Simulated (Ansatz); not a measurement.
**Co: equation of state with PBE**

Crystal: Co.

```
Co
1.0
     2.47200    0.00000    0.00000
    -1.23600    2.14081    0.00000
     0.00000    0.00000    4.02114
Co
2
Direct
  0.66667 0.33333 0.75000
  0.33333 0.66667 0.25000
```

```
Program             : Ansatz 0.2.0
Task                : equation of state
Functional          : PBE
Potentials or basis : PseudoDojo standard
Cutoff              : 1306 eV
Density cutoff      : 5225 eV
k mesh              : 12 × 12 × 7
Occupations         : fermi-dirac, width 0.05 eV
Spin                : collinear spin, ferromagnetic start
Starting moments    : [2.0, 2.0] μB
```

| Item | Value |
| --- | --- |
| Equilibrium volume | 10.89 Å³/atom |
| Bulk modulus at fixed shape and positions | 210 GPa |
| Pressure derivative of the bulk modulus | 4.2 |

Energy against volume, from the lowest point:
```
volume (Å³/atom)  energy (meV/atom)
          10.002              55.32
          10.215              30.91
          10.427              14.02
          10.640               3.94
          10.853               0.00
          11.066               1.60
          11.279               8.24
```

All runs of the series together: 71 s on 2 threads of Arm Neoverse V2 (shared host).

Caveat: the cell was scaled at fixed shape and fractional positions, which overstates the stiffness of a crystal with free parameters, most of all of layers and chains.
